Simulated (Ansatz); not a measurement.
As under changes of volume

One of the cells (21.530 Å³/atom); the others are scaled copies at fixed shape and fractional positions:

```
CELL_PARAMETERS angstrom
1.88080 1.08588 3.51406
-1.88080 1.08588 3.51406
0.00000 -2.17176 3.51406
ATOMIC_POSITIONS crystal
As 0.22600 0.22600 0.22600
As 0.77400 0.77400 0.77400
```

| Property | Result |
| --- | --- |
| Program | Ansatz 0.2.0 |
| Functional | PBE |
| Potentials or basis | SPMS NC |
| Cutoff | 816 eV (not typed: the program's choice for these potentials) |
| k mesh | 9 × 9 × 9 |
| Occupations | fermi-dirac, width 0.05 eV |
| Spin | no spin polarisation |

| volume (Å³/atom) | energy over the lowest point (meV/atom) | pressure (GPa) | largest force (eV/Å) |
| --- | --- | --- | --- |
| 20.239 | ? | ? | ? |
| 20.669 | 43.64 | 7.6 | 0.739 |
| 21.100 | 25.83 | 5.7 | 0.586 |
| 21.530 | 12.99 | 3.9 | 0.442 |
| 21.961 | 4.69 | 2.3 | 0.308 |
| 22.392 | 0.48 | 0.8 | 0.181 |
| 22.822 | 0.00 | -0.5 | 0.062 |

Task: What does the run at 20.239 Å³/atom give?

Result: Energy over the lowest point 66.96 meV/atom; pressure 9.8 GPa; largest force 0.902 eV/Å.

Worked out: A Birch-Murnaghan fit of order 3 (a polynomial in V^(-2/3)) to the other rows has its minimum at 22.66 Å³/atom with B0 = V·E''(V) = 69 GPa and B' = 4.0 at fixed shape and positions, which overstates the stiffness. It gives 66.91 meV/atom at 20.239 Å³/atom, against the run's 66.96, and -dE/dV = 9.8 GPa, against 9.8.

Energies are extrapolated to zero smearing.
